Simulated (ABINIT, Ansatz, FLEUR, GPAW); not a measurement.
# How far PBE, revPBE miss the measured band gap

Computed band gap (eV) beside measured values. Gaps hold for the cell as given (a database cell, not always the measured one). They are the smaller of the mesh's gap and, where one was run, the band path's. Brackets give the space group and the cell's volume in Å³ per atom. Spin polarisation and spin-orbit coupling are off unless named.

- PBE: Ansatz (all-electron LAPW, scalar-relativistic) for PbSe, GaN; ABINIT (JTH PAW PBE v2.0) for GaAs, BN; FLEUR (all-electron) for CdS; GPAW (GPAW PAW data sets (gpaw-data 1.2.1)) for ZnS; ABINIT (PseudoDojo NC SR PBE v0.4.1 standard) for MgO; cutoffs 463 to 1143 eV for plane waves; k meshes of 108 to 2197 points
- revPBE: Ansatz (all-electron LAPW, scalar-relativistic) for PbSe, GaAs, GaN, MgO; FLEUR (all-electron) for CdS; GPAW (the program's PAW data sets (release 1.2.1) made for this functional) for ZnS; ABINIT (JTH PAW PBE v2.0, made for PBE) for BN; cutoffs 600 to 707 eV for plane waves; k meshes of 108 to 2197 points

| crystal | measured | T (K) | PBE | revPBE |
| --- | --- | --- | --- | --- |
| PbSe (Fm-3m; 28.67) | 0.28 | 300 | 0.29 | 0.35 |
| GaAs (F-43m; 22.59) | 1.52 | 1 | 0.51 | 0.62 |
| CdS (P6_3mc, 4 atoms; 25.12) | 2.48 | 300 | 1.20 | 1.34 |
| GaN (F-43m; 11.44) | 3.3 | 0 | 1.73 | 1.76 |
| ZnS (P6_3mc, 4 atoms; 19.60) | 3.91 | 4 | 2.24 | 2.37 |
| BN (F-43m; 5.96) | 6.4 | 300 | 4.44 | 4.46 |
| MgO (Fm-3m; 9.22) | 7.77 | 295 | 4.89 | 4.95 |
| mean error (eV) |  |  | -1.48 | -1.40 |
| mean absolute error (eV) |  |  | 1.48 | 1.42 |

Measured values are compiled from printed reference works, often rounded. Measured gaps of wide-gap crystals can be optical edges, which lie under the fundamental gap.

Mean absolute errors: revPBE 1.42, PBE 1.48 eV; mean signed errors: PBE -1.48, revPBE -1.40 eV. The worst miss is PBE on MgO (-2.88 eV). PBE: semilocal functionals lack the derivative discontinuity, so their gaps mostly come out too small. revPBE: semilocal functionals lack the derivative discontinuity, so their gaps mostly come out too small (the value errs the other way in PbSe). The runs are for a static lattice, while the measurements hold temperature and zero-point motion. No column holds spin-orbit coupling, which bears on the band edges of PbSe, GaAs and lowers the gaps of lead salts by tenths of an eV. Semilocal gaps of lead salts at or over the measured ones come from the missing coupling. Columns can differ in programs, potentials, basis sets and cutoffs within a row, which adds scatter of its own. Where several set-ups ran one level, the entry is one near their median; a run lay far from it for GaAs, MgO, GaN, BN.
